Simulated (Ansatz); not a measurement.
AlCo:

```
Co Al
1.0
     2.81940    0.00000    0.00000
     0.00000    2.81940    0.00000
     0.00000    0.00000    2.81940
Co Al
1 1
Direct
  0.50000 0.50000 0.50000
  0.00000 0.00000 0.00000
```

The cell is a database's computed one.

Base run:

| Property | Result |
| --- | --- |
| Program | Ansatz 0.2.0 |
| Functional | PBEsol |
| Potentials or basis | Ansatz PAW |
| Cutoff | 420 eV (not typed: the program's choice for these potentials) |
| k mesh | 8 × 8 × 8 |
| Occupations | fermi-dirac, width 0.05 eV |
| Spin | collinear spin, ferromagnetic start |
| Starting moments | [1.5, 0.0] μB |
| Fixed moment | 1.5 μB |

Its results: pressure 12.6 GPa; site moments Co +1.38; Al +0.03 μB.

The run is repeated on the same cell with these changes: fixed moment from 1.5 μB to 0.5 μB; moments at the start from [1.5, 0.0] to [0.5, 0.0]. What comes out?

Pressure 3.0 GPa; site moments Co +0.52; Al -0.01 μB.

Caveats: the total moment is fixed, so each spin has its own Fermi level; the PAW data sets come from PBE, with cores solved anew for the run's functional, which leaves a small shift of forces and pressure; the thresholds are loose for stress.
